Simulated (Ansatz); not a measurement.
# Ir films: biaxial stress and wafer bow

Plane-wave DFT in Ansatz, r2SCAN, scalar-relativistic PAW potentials, cutoff 500 eV, no spin-orbit coupling; no spin polarisation. Ir in space group Fm-3m, strained equally along a and b of the conventional cell, with c and the atoms relaxed within the symmetry (a film with c along the normal). Stress is the in-plane mean, tension positive.

| strain (%) | stress (GPa) | E − E(0) (meV/atom) |
| --- | --- | --- |
| -3.0 | -23.97 | 60.6 |
| -2.0 | -15.32 | 26.1 |
| -1.0 | -7.25 | 6.2 |
| +0.0 | 0.04 | 0.0 |
| +1.0 | ? | 6.2 |
| +2.0 | 12.51 | 23.4 |
| +3.0 | 17.76 | 50.5 |

Question: Fit the stress, get the biaxial modulus and predict the missing row.

Answer: A parabola through the given rows is σ = 0.03 + 6.955 ε -0.3495 ε² GPa (ε in %), so M = dσ/dε = 696 GPa at zero. It predicts 6.64 GPa at +1.0 %; the run gave 6.65 GPa. The miss is 0.01 GPa, so the fit holds. The negative square term means that the film is stiffer in compression than in tension. The energies check it: E/V = Mε² at small strain, and a cubic fit with V = 14.20 Å³/atom gives M = 696 GPa, in agreement.

Question: How much does a 50 nm film at +0.5 % strain bow a 300 mm Si(001) wafer 775 μm thick?

Answer: The fit, without its small constant, gives σ = 3.39 GPa. Stoney's formula, κ = 6σt_f/(M_s t_s²) with M_s = 180.5 GPa for Si(001) (literature), gives |κ| = 9.38×10⁻³ m⁻¹ and a bow κr²/2 = 105.5 μm at r = 150 mm, with the film side concave (tension pulls the edges up). This assumes a single-crystal or fully textured, unrelaxed film at 0 K.

The cell has no gap in any row, so the stresses hang on mesh and smearing.

Cost: about 14 core-minutes for the runs cited, on Intel Xeon Platinum 8488C (Sapphire Rapids) (shared hosts).

Iridium resists in-plane strain strongly, and the stress curve flattens steadily from compression to tension. The stiffness comes from the partly filled 5d band: its bonding states are largely occupied, and the extended 5d orbitals overlap strongly between neighbours. Iridium also has an unusually low Poisson ratio for an fcc metal, so relaxation along the normal relieves little of the load. The curvature is ordinary bond anharmonicity, since short-range repulsion rises steeply on compression while d–d overlap weakens on stretching. The energies show the same asymmetry, with 60.6 meV/atom at -3.0 % against 50.5 at +3.0 %.

The modulus of 696 GPa is somewhat above what the measured elastic constants of iridium imply, probably because the functional makes this metal too stiff; the predicted bow would then be somewhat large for the given strain. Both values apply to a (001) film. The (111) texture common in fcc metal films is elastically stiffer in iridium and would bow the wafer more at equal strain.
